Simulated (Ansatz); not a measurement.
# Pt: the cost of one run

Computed with Ansatz 0.2.0 (DFT PBE, scalar-relativistic, plane waves, PAW, unless a step's input says otherwise).

The COD entry's cell or inner coordinates are ideal or old and differ from later refinements, so a difference from it is no clean test against experiment.

3 further runs of the same task are left out: 3 set aside as unsound or not needed.

### Step 1. The starting structure

It takes space group Fm-3m (No. 225, cubic). The conventional cell has a = 3.970 Å, b = 3.970 Å, c = 3.970 Å, α = 90.00°, β = 90.00°, γ = 90.00°. Pt (site symmetry m-3m) is surrounded by 12 Pt at 2.81 Å.

Coordinates:

```
CELL_PARAMETERS angstrom
0.00000 -1.98506 -1.98506
-1.98506 0.00000 -1.98506
1.98506 1.98506 -3.97011
ATOMIC_POSITIONS crystal
Pt 0.50000 0.50000 0.50000
Pt 0.00000 0.00000 0.00000
```

It is built from the cell relaxed beforehand with the same method (15.64 Å³/atom).

### Step 2. The undisturbed cell

input.yaml

```yaml
crystal:
  lattice:
    - [0.0, -1.9850550543, -1.9850550543]
    - [-1.9850550543, 0.0, -1.9850550543]
    - [1.9850550543, 1.9850550543, -3.9701101087]
  atoms:
    - { symbol: Pt, position: [0.5, 0.5, 0.5] }
    - { symbol: Pt, position: [0.0, 0.0, 0.0] }
basis:
  ecutwfc: 420
kpoints:
  mp_grid: { grid: [12, 12, 14] }
hamiltonian:
  xc: pbe
scf:
  occupations: { method: gaussian, width: 0.15 }
output:
  forces: true
  stress: true
  eigenvalues: true
  write_density: true
  write_potential: true
  elf: true
  volumetric_format: npy
```

Launch:

```bash
$ ansatz run input.yaml --threads 1 --pin off --max-ram 2560MiB --backend cpu --events-out ev --progress --plain --runs-dir out
```

What time and memory should one allow on 1 thread of Intel Xeon at 2.50GHz (Skylake/Cascade Lake), shared host?

About 35 s, with a peak of 0.55 GiB.
